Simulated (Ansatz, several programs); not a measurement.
LiCl built on the wurtzite prototype, relaxed with PBE in Ansatz (plane waves, PAW): it is hexagonal, P6_3mc (No. 186); conventional cell a = 3.927 Å, c = 6.285 Å, 20.98 Å³ an atom. Around Li lie 4 Cl at 2.39 Å; around Cl lie 4 Li at 2.39 Å. The cell was then scaled with its shape and fractional coordinates held, which makes it stiffer than a relaxed compression. The cell comes from a prototype generator: it can be a known phase or a hypothetical one. Spin polarisation is off.

| V (Å³/atom) | E (meV/atom) |
| --- | --- |
| 19.724 | 6.45 |
| 20.983 | 0.00 |
| 21.613 | 1.32 |
| 22.242 | 5.10 |

**Question.** Pass a cubic E = c₀ + c₁u + c₂u² + c₃u³, with u = V − 21.140 Å³, through these points.

**Answer.** c₀ = 0.07, c₁ = +1.035, c₂ = 3.510, c₃ = -0.2828 (meV and Å³).

**Question.** Where is the minimum, and what bulk modulus follows?

**Answer.** dE/du = 0 at u = -0.145, so V₀ = 21.00 Å³. B = V₀ d²E/dV² = 21.00 × (2c₂ + 6c₃u) = 21.00 × 7.266 = 153 meV/Å³, and 1 meV/Å³ is 0.16022 GPa: 24 GPa. A third-order Birch-Murnaghan fit to all five points gives 20.99 Å³ and 24 GPa.

**Question.** Predict the energy and the pressure at the withheld volume, 20.354 Å³.

**Answer.** With u = -0.786: E ≈ 1.56 meV and P = −dE/dV ≈ +0.80 GPa. The run gives 1.55 meV and, from its stress, +0.80 GPa.
